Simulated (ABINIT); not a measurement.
# ZrB2 in ABINIT: convergence with tolvrs

ZrB2:

```
CELL_PARAMETERS angstrom
3.17000 0.00000 0.00000
-1.58500 2.74530 0.00000
0.00000 0.00000 3.53300
ATOMIC_POSITIONS crystal
Zr 0.00000 0.00000 0.00000
B 0.66667 0.33333 0.50000
B 0.33333 0.66667 0.50000
```

| Quantity | Value |
| --- | --- |
| Program | ABINIT 10.8.3 (patched build) |
| Task | single point |
| Functional | PBEsol |
| Potentials or basis | JTH PAW LDA v2.0 |
| Cutoff | 463 eV |
| k mesh | 10 × 10 × 8 |
| Occupations | fermi-dirac, width 0.05 eV |
| Spin | no spin polarisation |

These are the settings of the first run; the series varies tolvrs, with any setting tied to it.

Hardware: 1 thread of Arm Neoverse V1 (shared host).

Task: The values tried are 0.01, 0.001, 0.0001, 1e-05, 1e-06, 1e-08, 1e-10, 1e-13, loosest first. From which on does the pressure stay within 0.1 GPa of the tightest run that finished?

Result: From 0.0001 on.

| tolvrs | energy less the tightest run, at zero smearing (meV/atom) | pressure (GPa) | SCF cycles | CPU time (s) | peak memory (GiB) |
| --- | --- | --- | --- | --- | --- |
| 0.01 | 0.01 | -3.98 | 4 | 13 | 0.11 |
| 0.001 | 0.01 | -3.98 | 4 | 13 | 0.11 |
| 0.0001 | 0.00 | -4.43 | 5 | 15 | 0.11 |
| 1e-05 | 0.00 | -4.57 | 6 | 17 | 0.11 |
| 1e-06 | 0.00 | -4.53 | 7 | 20 | 0.11 |
| 1e-08 | 0.00 | -4.52 | 8 | 22 | 0.11 |
| 1e-10 | 0.00 | -4.52 | 10 | 26 | 0.11 |
| 1e-13 | 0.00 | -4.52 | 13 | 34 | 0.11 |

Against the tightest run, the energy stays within 1 meV/atom from 0.01 on. The tightest run that finished is the yardstick and may itself not be fully converged.

Caveat, for the tightest run too: the PAW data sets were made with another functional, which shifts forces and pressure a little.
